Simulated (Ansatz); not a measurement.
# KBr: pressure series

Take KBr in the rock salt structure (space group Fm-3m, No. 225; a = 6.705 Å) as the base.

Cell and atoms are relaxed at each pressure.

Method: PBE, PAW, 420 eV (Ansatz, an electronic-structure program; no spin-orbit coupling).

Computed cases, in order: pressure −2 GPa; pressure −1 GPa; 0 GPa (base); pressure 0.3 GPa; pressure 0.7 GPa; pressure 1.5 GPa; pressure 3 GPa; pressure 5 GPa; pressure 7.5 GPa; pressure 10 GPa.

Problem. Between which two neighbouring cases does the gap turn between direct and indirect?

Solution. Between pressure 7.5 GPa (5.17 eV, direct at Γ) and pressure 10 GPa (5.33 eV, indirect, Γ → X). The whole series: pressure −2 GPa: 3.65 eV, direct at Γ; pressure −1 GPa: 4.09 eV, direct at Γ; 0 GPa (base): 4.31 eV, direct at Γ; pressure 0.3 GPa: 4.37 eV, direct at Γ; pressure 0.7 GPa: 4.43 eV, direct at Γ; pressure 1.5 GPa: 4.55 eV, direct at Γ; pressure 3 GPa: 4.74 eV, direct at Γ; pressure 5 GPa: 4.95 eV, direct at Γ; pressure 7.5 GPa: 5.17 eV, direct at Γ; pressure 10 GPa: 5.33 eV, indirect, Γ → X.

Load acts through the strain it causes; cell and atoms are relaxed under it. No phonon test of stability was made. No other phases were tried under pressure.
